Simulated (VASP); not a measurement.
# BaTiO₃: convergence, equation of state

BaTiO₃, Pm-3m (no. 221), 5 atoms in the cell. PBEsol; PAW potentials Ba_sv, Ti_sv, O (PBE set). VASP 6.6.1.

Wanted: equilibrium volume within 0.05 %; bulk modulus within 0.4 %.

What the run is for: equation of state; Accuracy asked: tight.

The series start from Plane-wave cutoff (eV): 520; k-point mesh: 6 × 6 × 6; Volumes: 5 from 0.92 to 1.08; Precision mode (PREC): Accurate; Electronic threshold (eV): 1e-6; Aspherical gradient terms in the spheres (LASPH): yes; Start of each volume: each volume from scratch. Each series keeps the choices made before it, and each single choice may use up half of a tolerance. Times cover all steps of a run.

## Plane-wave cutoff (eV)

| Plane-wave cutoff (eV) | Equilibrium volume (Å³/atom) | Bulk modulus (GPa) | Time (s) |
|---|---|---|---|
| 320 | 12.62 | 192.3 | 42 |
| 400 | 12.65 | 179.6 | 80 |
| 460 | 12.66 | 177.9 | 97 |
| 520 | 12.66 | 177.8 | 90 |
| 600 | 12.66 | 177.8 | 105 |
| 700 | 12.66 | 177.8 | 134 |
| 840 (reference) | 12.66 | 178 | 199 |

Chosen: 460, the loosest value from which every tighter one stays within half of the tolerance.

## k-point mesh

| k-point mesh | Equilibrium volume (Å³/atom) | Bulk modulus (GPa) | Time (s) |
|---|---|---|---|
| 2 × 2 × 2 | 12.85 | 173.7 | 32 |
| 3 × 3 × 3 | 12.68 | 178.6 | 39 |
| 4 × 4 × 4 | 12.67 | 177.2 | 55 |
| 5 × 5 × 5 | 12.66 | 178.8 | 54 |
| 6 × 6 × 6 | 12.66 | 177.9 | 97 |
| 7 × 7 × 7 | 12.66 | 177.6 | 83 |
| 9 × 9 × 9 (reference) | 12.66 | 177.7 | 123 |

Chosen: 6 × 6 × 6.

## Volumes

| Volumes | Equilibrium volume (Å³/atom) | Bulk modulus (GPa) | Time (s) |
|---|---|---|---|
| 5 from 0.88 to 1.12 | 12.66 | 177.7 | 83 |
| 5 from 0.92 to 1.08 | 12.66 | 177.9 | 97 |
| 7 from 0.91 to 1.09 (reference) | 12.66 | 177.6 | 118 |

Chosen: 5 from 0.88 to 1.12.

## Precision mode (PREC)

| Precision mode (PREC) | Equilibrium volume (Å³/atom) | Bulk modulus (GPa) | Time (s) |
|---|---|---|---|
| SingleN | 12.66 | 174.8 | 48 |
| Normal | 12.66 | 177.1 | 51 |
| Accurate (reference) | 12.66 | 177.7 | 83 |

Chosen: Accurate; the one before it in the list is off by more than half of the tolerance.

## Electronic threshold (eV)

| Electronic threshold (eV) | Equilibrium volume (Å³/atom) | Bulk modulus (GPa) | Time (s) |
|---|---|---|---|
| 0.001 | 12.66 | 177.7 | 62 |
| 0.0001 | 12.66 | 177.7 | 73 |
| 1e-5 | 12.66 | 177.7 | 74 |
| 1e-6 | 12.66 | 177.7 | 83 |
| 1e-7 (reference) | 12.66 | 177.7 | 89 |

Chosen: 0.001.

## Aspherical gradient terms in the spheres (LASPH)

| Aspherical gradient terms in the spheres (LASPH) | Equilibrium volume (Å³/atom) | Bulk modulus (GPa) | Time (s) |
|---|---|---|---|
| no | 12.66 | 177.7 | 60 |
| yes (reference) | 12.66 | 177.7 | 62 |

Chosen: no.

## Start of each volume

| Start of each volume | Equilibrium volume (Å³/atom) | Bulk modulus (GPa) | Time (s) |
|---|---|---|---|
| each volume from scratch | 12.66 | 177.7 | 60 |
| orbitals of the volume before (WAVECAR) | 12.66 | 177.7 | 41 |

Chosen: orbitals of the volume before (WAVECAR), the fastest of those that stay within half of the tolerance.

## All choices together

| Input | Equilibrium volume (Å³/atom) | Bulk modulus (GPa) | Time (s) |
|---|---|---|---|
| the program's defaults (naive) | 12.66 | 178 | 17 |
| chosen settings | 12.66 | 177.7 | 41 |
| reference settings throughout | 12.66 | 178 | 435 |

The tolerance is met.

## The input

INCAR:
```
SYSTEM = BaTiO3
GGA = PS ; ISMEAR = 0
SIGMA = 0.03 ; LWAVE = .TRUE.
LCHARG = .FALSE. ; ISIF = 2
NSW = 0 ; PREC = Accurate
LASPH = .FALSE. ; LREAL = .FALSE.
ALGO = Normal ; EDIFF = 0.001
NELM = 120 ; GGA_COMPAT = .FALSE.
ENCUT = 460 ; EFERMI = MIDGAP
KPAR = 2
```

KPOINTS:
```
Automatic mesh
0
Gamma
  6 6 6
  0 0 0
```

POSCAR.step1:
```
BaTiO3
1.0
    3.8388855895      0.0000000000      0.0000000000
    0.0000000000      3.8388855895      0.0000000000
    0.0000000000      0.0000000000      3.8388855895
Ba Ti O
1 1 3
Direct
    0.5000000000      0.5000000000      0.5000000000
    0.0000000000      0.0000000000      0.0000000000
    0.0000000000      0.0000000000      0.5000000000
    0.0000000000      0.5000000000      0.0000000000
    0.5000000000      0.0000000000      0.0000000000
```

POSCAR.step2:
```
BaTiO3
1.0
    3.9242219515      0.0000000000      0.0000000000
    0.0000000000      3.9242219515      0.0000000000
    0.0000000000      0.0000000000      3.9242219515
Ba Ti O
1 1 3
Direct
    0.5000000000      0.5000000000      0.5000000000
    0.0000000000      0.0000000000      0.0000000000
    0.0000000000      0.0000000000      0.5000000000
    0.0000000000      0.5000000000      0.0000000000
    0.5000000000      0.0000000000      0.0000000000
```

POSCAR.step3:
```
BaTiO3
1.0
    4.0060000000      0.0000000000      0.0000000000
    0.0000000000      4.0060000000      0.0000000000
    0.0000000000      0.0000000000      4.0060000000
Ba Ti O
1 1 3
Direct
    0.5000000000      0.5000000000      0.5000000000
    0.0000000000      0.0000000000      0.0000000000
    0.0000000000      0.0000000000      0.5000000000
    0.0000000000      0.5000000000      0.0000000000
    0.5000000000      0.0000000000      0.0000000000
```

POSCAR.step4:
```
BaTiO3
1.0
    4.0845689666      0.0000000000      0.0000000000
    0.0000000000      4.0845689666      0.0000000000
    0.0000000000      0.0000000000      4.0845689666
Ba Ti O
1 1 3
Direct
    0.5000000000      0.5000000000      0.5000000000
    0.0000000000      0.0000000000      0.0000000000
    0.0000000000      0.0000000000      0.5000000000
    0.0000000000      0.5000000000      0.0000000000
    0.5000000000      0.0000000000      0.0000000000
```

POSCAR.step5:
```
BaTiO3
1.0
    4.1602262744      0.0000000000      0.0000000000
    0.0000000000      4.1602262744      0.0000000000
    0.0000000000      0.0000000000      4.1602262744
Ba Ti O
1 1 3
Direct
    0.5000000000      0.5000000000      0.5000000000
    0.0000000000      0.0000000000      0.0000000000
    0.0000000000      0.0000000000      0.5000000000
    0.0000000000      0.5000000000      0.0000000000
    0.5000000000      0.0000000000      0.0000000000
```

Commands (each step's output is kept before the next begins):
```
cat potpaw_PBE.64/Ba_sv/POTCAR potpaw_PBE.64/Ti_sv/POTCAR potpaw_PBE.64/O/POTCAR > POTCAR
cp POSCAR.step1 POSCAR
mpirun -np 2 vasp_std > vasp.out
cp POSCAR.step2 POSCAR
mpirun -np 2 vasp_std > vasp.out
cp POSCAR.step3 POSCAR
mpirun -np 2 vasp_std > vasp.out
cp POSCAR.step4 POSCAR
mpirun -np 2 vasp_std > vasp.out
cp POSCAR.step5 POSCAR
mpirun -np 2 vasp_std > vasp.out
```

The naive input happens to agree within the tolerance here, in 17 s.

The chosen input took VASP 6.6.1 41 s on 2 cores (Intel Xeon Platinum 8259CL @ 2.50GHz (Skylake/Cascade Lake)), a shared host.

## An input that fails: cutoff far too low

It runs to its end, but against the unchanged starting input it is off by 0.94 % in the equilibrium volume, 4.3 % in the bulk modulus.

Changes against the starting input:
```
(all steps)
- PREC = Accurate
- NELM = 120
- ENCUT = 520
+ PREC = Low
+ NELM = 72
+ ENCUT = 240
```
